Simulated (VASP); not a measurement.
## KCl in VASP 6.6.1, single-point calculation

INCAR

```
ENCUT = 800
GGA = PE
EDIFF = 1E-7
LWAVE = .FALSE.
SIGMA = 0.3
LASPH = .TRUE.
ISIF = 2
LREAL = .FALSE.
NSW = 0
NELM = 93
LCHARG = .FALSE.
PREC = Accurate
NBANDS = 15
ISMEAR = 0
IBRION = -1
```

KPOINTS

```
KPOINTS created by Atomic Simulation Environment
0
Monkhorst-Pack
8 8 8
0 0 0
```

POSCAR

```
K  Cl
 1.0000000000000000
     0.0000000000000000    3.3329101772000000    3.3329101772000000
     3.3329101772000000    0.0000000000000000    3.3329101772000000
     3.3329101772000000    3.3329101772000000    0.0000000000000000
 K   Cl
   1   1
Cartesian
  0.0000000000000000  0.0000000000000000  0.0000000000000000
  3.3329101771999996  3.3329101771999996  3.3329101771999996
```

The recommended PBE PAW datasets give the neutral cell 16 valence electrons.

Command

```
mpirun -np 1 vasp_std
```

**Question.** How does this run end, and what does it give?

**Answer.** It converged. Results: gap between bands v and c on the k mesh 4.73 eV; least direct gap on the k mesh 4.73 eV; pressure -1.5 GPa. Band v is the last that the valence electrons fill when counted band by band, and c is the next.

OSZICAR

```
N       E                     dE             d eps       ncg     rms          rms(c)
DAV:   1     0.130485860316E+03    0.13049E+03   -0.87300E+03  1800   0.131E+03
DAV:   2     0.265696390569E+01   -0.12783E+03   -0.11524E+03  2273   0.266E+02
DAV:   3    -0.672858665146E+01   -0.93856E+01   -0.93272E+01  2535   0.639E+01
DAV:   4    -0.711667169613E+01   -0.38809E+00   -0.38798E+00  2950   0.111E+01
DAV:   5    -0.711886738118E+01   -0.21957E-02   -0.21956E-02  2556   0.913E-01    0.280E+00
DAV:   6    -0.677056629440E+01    0.34830E+00   -0.49682E-01  2367   0.326E+00    0.220E+00
DAV:   7    -0.674834436780E+01    0.22222E-01   -0.11438E-01  2528   0.180E+00    0.135E+00
DAV:   8    -0.676206697505E+01   -0.13723E-01   -0.20359E-02  2438   0.104E+00    0.202E-01
DAV:   9    -0.676308369090E+01   -0.10167E-02   -0.16545E-03  2424   0.259E-01    0.112E-01
DAV:  10    -0.676378756221E+01   -0.70387E-03   -0.73887E-04  1989   0.184E-01    0.261E-02
DAV:  11    -0.676379460635E+01   -0.70441E-05   -0.45403E-05  2603   0.365E-02    0.150E-02
DAV:  12    -0.676379749337E+01   -0.28870E-05   -0.59389E-06  2108   0.156E-02    0.236E-03
DAV:  13    -0.676379838975E+01   -0.89638E-06   -0.10571E-06  2066   0.683E-03    0.162E-03
DAV:  14    -0.676379859135E+01   -0.20160E-06   -0.20371E-07  2275   0.278E-03    0.181E-04
DAV:  15    -0.676379862013E+01   -0.28777E-07   -0.51426E-09  1929   0.502E-04
   1 F= -.67637986E+01 E0= -.67637986E+01  d E =-.321499E-11
```

Standard output (part)

```
POSCAR found type information on POSCAR K Cl
 POSCAR found :  2 types and       2 ions
 LDA part: xc-table for (Slater+PW92), standard interpolation
 POSCAR, INCAR and KPOINTS ok, starting setup
 WAVECAR not read
 entering main loop
```

These settings aren't sound, so the numbers aren't properties of the crystal. The shifted mesh misses Γ, so a band edge there is missed.

On sound settings PBE gives a gap of 4.64 eV on its mesh and a pressure of -1.6 GPa for the intended cell.
